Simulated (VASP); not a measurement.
IrO2:

```
Ir O
1.0
     4.50531    0.00000    0.00000
     0.00000    4.50531    0.00000
     0.00000    0.00000    3.17671
Ir O
2 4
Direct
  0.50000 0.50000 0.50000
  0.00000 0.00000 0.00000
  0.69134 0.69134 0.00000
  0.80866 0.19134 0.50000
  0.30866 0.30866 0.00000
  0.19134 0.80866 0.50000
```

The cell is a database's computed one.

| Item | Value |
| --- | --- |
| Program | VASP 6.6.1 |
| Task | relaxation of cell and atoms |
| Functional | PBE |
| Potentials or basis | VASP PAW PBE potentials, release 64 (Ir, O) |
| Cutoff | 600 eV |
| k mesh | 4 × 4 × 6 |
| Occupations | gaussian, width 0.1 eV |
| Spin | no spin polarisation |

At the start: pressure 5.3 GPa; volume 10.75 Å³/atom.

Task: How do energy, volume and symmetry change on relaxing?

Result: Over 6 steps the energy falls by 3.2 meV/atom and the volume is 10.95 Å³/atom (+1.9 %); space group P4_2/mnm (No. 136, to 0.05 Å).

Step by step:
```csv
step,energy change (eV),largest force (eV/Å),pressure (GPa),volume (Å³)
1,0.0000,0.0068,5.25,64.48
2,0.0409,0.0855,-8.36,67.83
3,-0.0188,0.0378,0.00,65.66
4,-0.0188,0.0371,0.09,65.63
5,-0.0191,0.0622,0.06,65.70
6,-0.0193,0.0262,0.07,65.67
```

Final structure:
```cif
data_structure
_symmetry_space_group_name_H-M 'P 1'
_symmetry_Int_Tables_number 1
_cell_length_a 4.5355
_cell_length_b 4.5355
_cell_length_c 3.1927
_cell_angle_alpha 90.000
_cell_angle_beta 90.000
_cell_angle_gamma 90.000
_cell_volume 65.67
loop_
_atom_site_label
_atom_site_type_symbol
_atom_site_fract_x
_atom_site_fract_y
_atom_site_fract_z
_atom_site_occupancy
Ir1 Ir 0.50000 0.50000 0.50000 1
Ir2 Ir 0.00000 0.00000 0.00000 1
O1 O 0.69116 0.69116 0.00000 1
O2 O 0.80884 0.19116 0.50000 1
O3 O 0.30884 0.30884 0.00000 1
O4 O 0.19116 0.80884 0.50000 1
```
